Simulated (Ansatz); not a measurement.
Crystal: MnSn2.

```
Sn Mn
1.0
    -3.32950    3.32950    2.72350
     3.32950   -3.32950    2.72350
     3.32950    3.32950   -2.72350
Sn Mn
4 2
Direct
  0.83770 0.66230 0.50000
  0.33770 0.83770 0.17540
  0.16230 0.33770 0.50000
  0.66230 0.16230 0.82460
  0.75000 0.75000 0.00000
  0.25000 0.25000 0.00000
```

Base run:

```yaml
Program: Ansatz 0.2.0
Functional: PBEsol
Potentials_or_basis: Ansatz PAW
Cutoff: "420 eV (not typed: the program's choice for these potentials)"
k_mesh: 5 × 5 × 5
Occupations: fermi-dirac, width 0.05 eV
Spin: collinear spin, ferromagnetic start
Starting_moments: "[0.0, 0.0, 0.0, 0.0, 4.0, 4.0] μB"
Fixed_moment: 8 μB
```

Its results: pressure 3.7 GPa; site moments Sn +0.08; Mn +3.50 μB; largest force 0.211 eV/Å.

The run is repeated on the same cell with these changes: fixed moment from 8 μB to 2 μB; moments at the start from [0.0, 0.0, 0.0, 0.0, 4.0, 4.0] to [0.0, 0.0, 0.0, 0.0, 1.0, 1.0]. What comes out?

Pressure -9.1 GPa; site moments Sn -0.09; Mn +1.35 μB; largest force 0.115 eV/Å.

Caveats: the total moment is fixed, so each spin has its own Fermi level; the PAW data sets come from PBE, with cores solved anew for the run's functional, which leaves a small shift of forces and pressure; the thresholds are loose for stress.
